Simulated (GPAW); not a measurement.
# InAs (F-43m) in GPAW: a series of runs, part 2 of 2

GPAW 26.7.0. Earlier steps stand in the parts before.

## (3) One-shot levels on a semilocal density, PBE

run.py reads:

```python
import numpy as np
from ase.dft.bandgap import bandgap
from ase.io import read, write
from ase.units import GPa
from gpaw import GPAW, PW
from gpaw.hybrids import NonSelfConsistentHybridXCCalculator
from gpaw.hybrids.energy import non_self_consistent_energy

atoms = read('InAs.xyz')

calc = GPAW(mode=PW(500),
            xc='PBE',
            kpts={'size': (5, 5, 5), 'gamma': True},
            occupations={'name': 'fermi-dirac', 'width': 0.05},
            nbands=20,
            convergence={'density': 1e-05, 'energy': 1e-05, 'bands': 16, 'eigenstates': 1e-07},
            maxiter=150,
            txt='gpaw.txt')
atoms.calc = calc
energy = atoms.get_potential_energy()
forces = atoms.get_forces()
stress = atoms.get_stress()
calc.write('gs.gpw')
write('result.traj', atoms)
print(f'Energy: {energy:.6f} eV')
print('Forces (eV/A):')
print(forces.round(4))
print('Stress (GPa):', (stress / GPa).round(3))
print('Fermi level:', round(calc.get_fermi_level(), 4), 'eV')
print(f'Gap: {bandgap(calc)[0]:.4f} eV, direct: {bandgap(calc, direct=True)[0]:.4f} eV')

for xc in ['HSE06', 'YS-PBE0', 'PBE0']:
    e = non_self_consistent_energy(calc, xc).sum()
    print(f'{xc} energy on these orbitals: {e:.6f} eV')
    nsc = NonSelfConsistentHybridXCCalculator.from_dft_calculation(
        calc.dft, xc, log=f'levels-{xc}.txt')
    dft_skn, hyb_skn = nsc.calculate(calc.dft.ibzwfs, 0, 16)
    np.savetxt(f'levels-{xc}.dat', hyb_skn.reshape((-1, hyb_skn.shape[-1])), fmt='%.4f')
```

InAs.xyz reads:

```xyz
2
Lattice="0.0000000000 3.0180000000 3.0180000000 3.0180000000 0.0000000000 3.0180000000 3.0180000000 3.0180000000 0.0000000000" Properties=species:S:1:pos:R:3 pbc="T T T"
In     0.0000000000      0.0000000000      0.0000000000
As     4.5270000000      4.5270000000      4.5270000000
```

Potentials or basis: GPAW PAW data sets (gpaw-data 1.2.1), pw.

Launch:

```
$ OMP_NUM_THREADS=1 python run.py
```

gpaw.txt:

```text
__  _  _
 | _ |_)|_||  |
 |__||  | ||/\| - 26.7.0

Input parameters:
  mode=PW(ecut=500.0),
  convergence={'density': 1e-05, 'energy': 1e-05, 'bands': 16, 'eigenstates': 1e-07},
  kpts=MonkhorstPack(size=(5, 5, 5), gamma=True),
  maxiter=150,
  nbands=20,
  occupations=Occupations(name='fermi-dirac', width=0.05),
  xc=XC(name='PBE')

Diagonalizing LCAO Hamiltonian
Converting LCAO to pw mode

                     As

       In

Atoms  # Å, Bohr magnetons
|   | symbol |        x |        y |        z |    initial magnetic moments |
|---|--------|----------|----------|----------|-----------------------------|
| 0 |     In | 0.000000 | 0.000000 | 0.000000 | ( 0.0000,  0.0000,  0.0000) |
| 1 |     As | 4.527000 | 4.527000 | 4.527000 | ( 0.0000,  0.0000,  0.0000) |

Unit cell  # Å
| periodic |        x |        y |        z |  lengths |    angles |
|----------|----------|----------|----------|----------|-----------|
|      yes | 0.000000 | 3.018000 | 3.018000 | 4.268097 | 60.000000 |
|      yes | 3.018000 | 0.000000 | 3.018000 | 4.268097 | 60.000000 |
|      yes | 3.018000 | 3.018000 | 0.000000 | 4.268097 | 60.000000 |

Number of symmetries: 24
Symmetry operations  # r_c * U_cc + t_c -> r_c
|    | kind |            matrix            |
|----|------|------------------------------|
|  0 |  E   |  1, 0, 0,  0, 1, 0,  0, 0, 1 |
|  1 |  σ   |  1, 0, 0,  0, 0, 1,  0, 1, 0 |
|  2 |  σ   |  1, 0,-1,  0, 1,-1,  0, 0,-1 |
|  3 |  C3  |  1, 0,-1,  0, 0,-1,  0, 1,-1 |
|  4 |  C3  |  1,-1, 0,  0,-1, 1,  0,-1, 0 |
|  5 |  σ   |  1,-1, 0,  0,-1, 0,  0,-1, 1 |
|  6 |  σ   |  0, 1, 0,  1, 0, 0,  0, 0, 1 |
|  7 |  C3  |  0, 1, 0,  0, 0, 1,  1, 0, 0 |
|  8 |  C2  |  0, 1,-1,  1, 0,-1,  0, 0,-1 |
|  9 |  S4  |  0, 1,-1,  0, 0,-1,  1, 0,-1 |
| 10 |  C3  |  0, 0, 1,  1, 0, 0,  0, 1, 0 |
| 11 |  σ   |  0, 0, 1,  0, 1, 0,  1, 0, 0 |
| 12 |  S4  |  0, 0,-1,  1, 0,-1,  0, 1,-1 |
| 13 |  C3  |  0, 0,-1,  0, 1,-1,  1, 0,-1 |
| 14 |  S4  |  0,-1, 1,  1,-1, 0,  0,-1, 0 |
| 15 |  C2  |  0,-1, 1,  0,-1, 0,  1,-1, 0 |
| 16 |  C3  |  0,-1, 0,  1,-1, 0,  0,-1, 1 |
| 17 |  S4  |  0,-1, 0,  0,-1, 1,  1,-1, 0 |
| 18 |  S4  | -1, 1, 0, -1, 0, 1, -1, 0, 0 |
| 19 |  C3  | -1, 1, 0, -1, 0, 0, -1, 0, 1 |
| 20 |  C3  | -1, 0, 1, -1, 1, 0, -1, 0, 0 |
| 21 |  S4  | -1, 0, 1, -1, 0, 0, -1, 1, 0 |
| 22 |  σ   | -1, 0, 0, -1, 1, 0, -1, 0, 1 |
| 23 |  C2  | -1, 0, 0, -1, 0, 1, -1, 1, 0 |

BZ-sampling:
  Number of BZ points: 125
  Number of IBZ points: 10

  Monkhorst-Pack size: [5, 5, 5]
  Monkhorst-Pack shift: [0, 0, 0]

K-points  # in reciprocal-cell coordinates
|   |                                coordinates |     weight |
|---|--------------------------------------------|------------|
| 0 | (  0.00000000,   0.00000000,   0.00000000) | 0.00800000 |
| 1 | (  0.20000000,   0.20000000,   0.00000000) | 0.04800000 |
| 2 | (  0.20000000,   0.20000000,   0.20000000) | 0.06400000 |
| 3 | (  0.40000000,   0.20000000,  -0.20000000) | 0.19200000 |
| 4 | (  0.40000000,   0.20000000,   0.20000000) | 0.09600000 |
| 5 | (  0.40000000,   0.40000000,  -0.40000000) | 0.19200000 |
| 6 | (  0.40000000,   0.40000000,  -0.20000000) | 0.09600000 |
| 7 | (  0.40000000,   0.40000000,   0.00000000) | 0.04800000 |
| 8 | (  0.40000000,   0.40000000,   0.20000000) | 0.19200000 |
| 9 | (  0.40000000,   0.40000000,   0.40000000) | 0.06400000 |

Plane wave coefficients: 1411
Cutoff: 500.0 eV

Spin-components: 1 (collinear spins)
Bands:           20
Projectors:      11
Spin-degeneracy: 2
Datatype:        complex128

Parallelization:
  kpt:    1
  domain: 1
  band:   1

Density:
  Valence electrons: 18.0
  Components: 1
  Grid points: [24 24 24]
  Charge: 0.0  # |e|

Potential:
  Grid points: [24 24 24]

species:
  In:
    name:    Indium
    Z:       49.0
    valence: 13
    core:    36
    charge:  0.0  # [|e|]
    compensation charges:
      type: gauss
      rc: 0.36  # [Å]
      lmax: 2
    cutoffs:
      filter: 2.09  # [Å]
      core: 2.48  # [Å]
    projectors
    | kind |    occ | energy [eV] | rcut [Å] |
    |------|--------|-------------|----------|
    |   5s |  2.000 |      -8.203 |    1.185 |
    |   5p |  1.000 |      -2.521 |    1.244 |
    |   4d | 10.000 |     -18.629 |    1.148 |
    |    s |        |      19.008 |    1.185 |
    |    p |        |      24.691 |    1.244 |
    |    d |        |       8.583 |    1.148 |

    Using partial waves for In as LCAO basis

  As:
    name:    Arsenic
    Z:       33.0
    valence: 5
    core:    28
    charge:  0.0  # [|e|]
    compensation charges:
      type: gauss
      rc: 0.33  # [Å]
      lmax: 2
    cutoffs:
      filter: 1.87  # [Å]
      core: 2.96  # [Å]
    projectors
    | kind |    occ | energy [eV] | rcut [Å] |
    |------|--------|-------------|----------|
    |   4s |  2.000 |     -14.487 |    1.058 |
    |   4p |  3.000 |      -5.196 |    1.058 |
    |    s |        |      12.725 |    1.058 |
    |    p |        |      22.016 |    1.058 |
    |    d |        |       0.000 |    1.058 |

    Using partial waves for As as LCAO basis

Reference energy: -221478.393260  # eV

eigensolver:
  PPCG
  Converge bands: 16
  niter=2

density mixing:
  MSR1-Mixer
  Pratt-step length: 0.05
  Maximum mixing coefficient: 0.75
  Old densities: 10
  SVD Regularization: 0.005
  Good broyden scale: 1.0
  Trust region scale: 1.0
  Backstep threshold: 4.0
  History deletion threshold: 6.0
  Fourier metric: weight=20.0, sigma=0.015

occupation numbers:
  Fermi-Dirac:
    width: 0.0500  # eV

poisson solver:
  ecut: 4000.0  # eV

xc functional:
  name: PBE with 2 nearest neighbor stencil

convergence criteria:
- Maximum integral of absolute [dens]ity change: 1e-05 electrons / valence electron
- Maximum [total energy] change in last 3 cyles: 1e-05 eV / valence electron
- Maximum integral of absolute [eigenst]ate change: 1e-07 eV^2 / valence electron
maximum number of iterations: 150

SCF iterations
|iter     | |      energy | eigst |  dens |
|---------|-|-------------|-------|-------|
|iter:   1| |   -8.068228 | +2.16 |       |
|iter:   2| |   -8.020927 | +0.11 | -1.16 |
|iter:   3| |   -7.842657 | -1.26 | -1.20 |
|iter:   4| |   -7.843898 | -3.04 | -1.80 |
|iter:   5| |   -7.844022 | -3.87 | -2.31 |
|iter:   6| |   -7.844045c| -5.42 | -3.17 |
|iter:   7| |   -7.844047c| -6.29 | -3.59 |
|iter:   8| |   -7.844047c| -6.97 | -4.73 |
|iter:   9| |   -7.844047c| -7.81c| -5.38c|

Converged in 9 steps
Energy contributions relative to reference atoms: (reference = -221478.393260)

Energy contributions:
  Kinetic:          27.368008
  Coulomb:         -25.003783
  Zero:              0.162108
  External:          0.000000
  Xc:              -10.369581
  Entropy:          -0.001600
  Spinorbit:         0.000000
  ----------------------------
  Free energy:      -7.844847
  Extrapolated:     -7.844047

dipole moment: (-17.122705, -17.122705, -17.122705)  # |e|*Ang

Fermi level: 4.955
Eigenvalues  # (at kpt = [0.000, 0.000, 0.000])
| band index |      eig [eV] | occ [0-2] |
|------------|---------------|-----------|
|          0 |        -9.405 |     2.000 |
|        ... |               |           |
|          2 |        -9.405 |     2.000 |
|          3 |        -9.277 |     2.000 |
|          4 |        -9.277 |     2.000 |
|          5 |        -6.976 |     2.000 |
|          6 |         4.753 |     1.965 |
|          7 |         4.919 |     1.346 |
[... 8 lines left out ...]
|         16 |        15.404 |     0.000 |
|         17 |        15.404 |     0.000 |
|        ... |               |           |
|         19 |        17.912 |     0.000 |

No gap
No difference between direct/indirect transitions

Forces  # eV/Ang
|        x |       y |        z |
|----------|---------|----------|
| -0.00000 | 0.00000 | -0.00000 |  # In   0
| -0.00000 | 0.00000 | -0.00000 |  # As   1

Stress tensor  # eV/Ang^3
|         x |         y |         z |
|-----------|-----------|-----------|
| -0.024028 | -0.000000 | -0.000000 |
| -0.000000 | -0.024028 |  0.000000 |
| -0.000000 |  0.000000 | -0.024028 |

# Writing to gs.gpw (mode='')
```

It took 11 min on 1 thread of Arm Neoverse V1, shared host; peak memory 0.71 GiB.

Results:

```yaml
Free_energy: -7.8448 eV
Pressure: 3.8 GPa
Band_gap_on_the_k_mesh: none (metal or under the smearing width)
```

Caveat: the k mesh is coarse (spacing up to 0.36 Å⁻¹), so the values aren't converged; the cutoff is short for stress and forces, so pressures can be off by a GPa or more; one-shot exact exchange on a metal's smeared states is rough; this crystal is a semiconductor, whose small gap the functional closes, so the metal is an error of the method.

## (4) Band structure, PBE

run.py reads:

```python
from ase.dft.bandgap import bandgap
from ase.io import read, write
from ase.units import GPa
from gpaw import GPAW, PW, setup_paths

setup_paths.insert(0, '.')

atoms = read('InAs.xyz')

calc = GPAW(mode=PW(600),
            xc='PBE',
            kpts={'size': (6, 6, 6), 'gamma': True},
            occupations={'name': 'fermi-dirac', 'width': 0.05},
            setups={'As': 'jth', 'In': 'jth'},
            nbands=-9,
            convergence={'density': 1e-05, 'energy': 1e-05},
            maxiter=150,
            txt='gpaw.txt')
atoms.calc = calc
energy = atoms.get_potential_energy()
forces = atoms.get_forces()
stress = atoms.get_stress()
calc.write('gs.gpw')
write('result.traj', atoms)
print(f'Energy: {energy:.6f} eV')
print('Forces (eV/A):')
print(forces.round(4))
print('Stress (GPa):', (stress / GPa).round(3))
print('Fermi level:', round(calc.get_fermi_level(), 4), 'eV')
print(f'Gap: {bandgap(calc)[0]:.4f} eV, direct: {bandgap(calc, direct=True)[0]:.4f} eV')

path = atoms.cell.bandpath('GXWKGLUWLK,UX', npoints=100, eps=1e-4)
bs_calc = calc.fixed_density(kpts=path, symmetry='off', nbands=-20,
                             convergence={'bands': 'CBM+6.0', 'eigenstates': 1e-6}, txt='bands.txt')
bs = bs_calc.band_structure()
bs.write('bs.json')
print(f'Gap on the path: {bandgap(bs_calc)[0]:.4f} eV')
```

InAs.xyz is that of step 3.

Potentials or basis: JTH PAW 2.0, PBE, pw.

Launch:

```
$ OMP_NUM_THREADS=1 python run.py
```

Wall time 62 s (1 thread of Arm Neoverse V1, shared host); peak memory 0.33 GiB.

The run converged. Its results:

```yaml
Free_energy: -6.7567 eV
Pressure: 4.2 GPa
Band_gap_along_the_path: none (metal or under the smearing width)
```

Levels at the corners of the path, in eV from the Fermi level:
| point | band 11 | band 12 | band 13 | band 14 | band 15 | band 16 | band 17 | band 18 |
| --- | --- | --- | --- | --- | --- | --- | --- | --- |
| Γ | -11.94 | -0.23 | -0.04 | -0.04 | -0.04 | 3.87 | 3.87 | 3.87 |
| X | -9.91 | -5.90 | -2.38 | -2.38 | 1.51 | 2.03 | 9.18 | 9.26 |
| W | -9.85 | -5.76 | -3.01 | -2.93 | 4.19 | 4.26 | 4.97 | 6.06 |
| K | -9.92 | -5.77 | -3.34 | -2.01 | 2.08 | 4.25 | 7.29 | 7.39 |
| Γ | -11.94 | -0.23 | -0.04 | -0.04 | -0.04 | 3.87 | 3.87 | 3.87 |
| L | -10.45 | -5.83 | -1.04 | -1.04 | 0.92 | 4.65 | 4.65 | 6.83 |
| U | -9.92 | -5.77 | -3.34 | -2.01 | 2.08 | 4.25 | 7.29 | 7.39 |
| W | -9.85 | -5.76 | -3.01 | -2.93 | 4.19 | 4.26 | 4.97 | 6.06 |
| L | -10.45 | -5.83 | -1.04 | -1.04 | 0.92 | 4.65 | 4.65 | 6.83 |
| K | -9.92 | -5.77 | -3.34 | -2.01 | 2.08 | 4.25 | 7.29 | 7.39 |
| U | -9.92 | -5.77 | -3.34 | -2.01 | 2.08 | 4.25 | 7.29 | 7.39 |
| X | -9.91 | -5.90 | -2.38 | -2.38 | 1.51 | 2.03 | 9.18 | 9.26 |

Caveat: the program truncates these outside data sets; spin-orbit coupling is left out, which moves the levels of the heavy elements; this crystal is a semiconductor, whose small gap the functional closes, so the metal is an error of the method.

## (5) Band structure, LDA

Changes to run.py since step 4:

```diff
@@ -3,5 +3,3 @@
 from ase.units import GPa
-from gpaw import GPAW, PW, setup_paths
-
-setup_paths.insert(0, '.')
+from gpaw import GPAW, PW
 
@@ -9,7 +7,7 @@
 
-calc = GPAW(mode=PW(600),
-            xc='PBE',
+calc = GPAW(mode=PW(800),
+            xc='LDA',
             kpts={'size': (6, 6, 6), 'gamma': True},
             occupations={'name': 'fermi-dirac', 'width': 0.05},
-            setups={'As': 'jth', 'In': 'jth'},
+            setups='hgh',
             nbands=-9,
@@ -31,3 +29,3 @@
 
-path = atoms.cell.bandpath('GXWKGLUWLK,UX', npoints=100, eps=1e-4)
+path = atoms.cell.bandpath('GXWKGLUWLK,UX', npoints=80, eps=1e-4)
 bs_calc = calc.fixed_density(kpts=path, symmetry='off', nbands=-20,
```

InAs.xyz is that of step 4.

Potentials or basis: HGH pseudopotentials, pw.

Launch:

```
$ OMP_NUM_THREADS=1 python run.py
```

gpaw.txt:

```text
__  _  _
 | _ |_)|_||  |
 |__||  | ||/\| - 26.7.0

Input parameters:
  mode=PW(ecut=800.0),
  convergence={'density': 1e-05, 'energy': 1e-05},
  kpts=MonkhorstPack(size=(6, 6, 6), gamma=True),
  maxiter=150,
  nbands=-9,
  occupations=Occupations(name='fermi-dirac', width=0.05),
  setups={'default': 'hgh'},
  xc=XC(name='LDA')

Diagonalizing LCAO Hamiltonian
Converting LCAO to pw mode

                     As

       In

Atoms  # Å, Bohr magnetons
|   | symbol |        x |        y |        z |    initial magnetic moments |
|---|--------|----------|----------|----------|-----------------------------|
| 0 |     In | 0.000000 | 0.000000 | 0.000000 | ( 0.0000,  0.0000,  0.0000) |
| 1 |     As | 4.527000 | 4.527000 | 4.527000 | ( 0.0000,  0.0000,  0.0000) |

Unit cell  # Å
| periodic |        x |        y |        z |  lengths |    angles |
|----------|----------|----------|----------|----------|-----------|
|      yes | 0.000000 | 3.018000 | 3.018000 | 4.268097 | 60.000000 |
|      yes | 3.018000 | 0.000000 | 3.018000 | 4.268097 | 60.000000 |
[... 171 lines left out ...]
Energy contributions:
  Kinetic:         102.849653
  Coulomb:        -273.043013
  Zero:              2.607205
  External:          0.000000
  Xc:              -62.721342
  Entropy:          -0.000990
  Spinorbit:         0.000000
  ----------------------------
  Free energy:    -230.308486
  Extrapolated:   -230.307992

dipole moment: (-6.029863, -6.029863, -6.029863)  # |e|*Ang

Fermi level: 2.572
Eigenvalues  # (at kpt = [0.000, 0.000, 0.000])
| band index |      eig [eV] | occ [0-2] |
|------------|---------------|-----------|
|          0 |        -9.299 |     2.000 |
|          1 |         2.392 |     1.947 |
|          2 |         2.534 |     1.362 |
|          3 |         2.534 |     1.362 |
|          4 |         2.534 |     1.362 |
|          5 |         6.515 |     0.000 |
|          6 |         6.515 |     0.000 |
|          7 |         6.515 |     0.000 |
|          8 |        10.088 |     0.000 |
|          9 |        12.295 |     0.000 |
|         10 |        12.324 |     0.000 |
|         11 |        13.282 |     0.000 |
|         12 |        13.282 |     0.000 |

No gap
No difference between direct/indirect transitions

Forces  # eV/Ang
|        x |        y |       z |
|----------|----------|---------|
|  0.00000 | -0.00000 | 0.00000 |  # In   0
| -0.00000 | -0.00000 | 0.00000 |  # As   1

Stress tensor  # eV/Ang^3
|         x |         y |         z |
|-----------|-----------|-----------|
|  0.019946 |  0.000000 | -0.000000 |
|  0.000000 |  0.019946 | -0.000000 |
| -0.000000 | -0.000000 |  0.019946 |

# Writing to gs.gpw (mode='')
```

stdout:

```text
Energy: -230.307992 eV
Forces (eV/A):
[[ 0. -0.  0.]
 [-0. -0.  0.]]
Stress (GPa): [ 3.196  3.196  3.196 -0.    -0.     0.   ]
Fermi level: 2.5721 eV
Gap: 0.0000 eV, direct: 0.0000 eV
Gap on the path: 0.0000 eV
```

Wall time 51 s (1 thread of Arm Neoverse V1, shared host); peak memory 0.32 GiB.

What came out:

- Free energy: -230.3085 eV
- Pressure: -3.2 GPa
- Band gap along the path: none (metal or under the smearing width)

Levels at the corners of the path, in eV from the Fermi level:
```csv
point,band 1,band 2,band 3,band 4,band 5,band 6,band 7,band 8
Γ,-11.87,-0.18,-0.04,-0.04,-0.04,3.94,3.94,3.94
X,-10.11,-5.90,-2.31,-2.31,1.49,2.04,9.34,9.34
W,-10.08,-5.74,-2.99,-2.87,4.31,4.36,5.04,6.05
K,-10.13,-5.75,-3.29,-1.95,2.09,4.36,7.37,7.56
Γ,-11.87,-0.18,-0.04,-0.04,-0.04,3.94,3.94,3.94
L,-10.61,-5.80,-1.00,-1.00,0.95,4.70,4.70,6.97
U,-10.13,-5.75,-3.29,-1.95,2.09,4.36,7.37,7.56
W,-10.08,-5.74,-2.99,-2.87,4.31,4.36,5.04,6.05
L,-10.61,-5.80,-1.00,-1.00,0.95,4.70,4.70,6.97
K,-10.13,-5.75,-3.29,-1.95,2.09,4.36,7.37,7.56
U,-10.13,-5.75,-3.29,-1.95,2.09,4.36,7.37,7.56
X,-10.11,-5.90,-2.31,-2.31,1.49,2.04,9.34,9.34
```

Caveat: spin-orbit coupling is left out, which moves the levels of the heavy elements; HGH potentials are hard and often keep d shells in the core, so these values are rough; this crystal is a semiconductor, whose small gap the functional closes, so the metal is an error of the method.

## (6) Against experiment

Step 4. A measured gap of InAs is 0.418 eV (direct; 4.2 K; a printed reference work, data compilation); the calculated 0.00 eV misses it by -0.42 eV. Spin-orbit coupling on As, In is left out. The value is that of PBE, without temperature or zero-point motion. Semilocal functionals fall short of measured gaps as a rule.
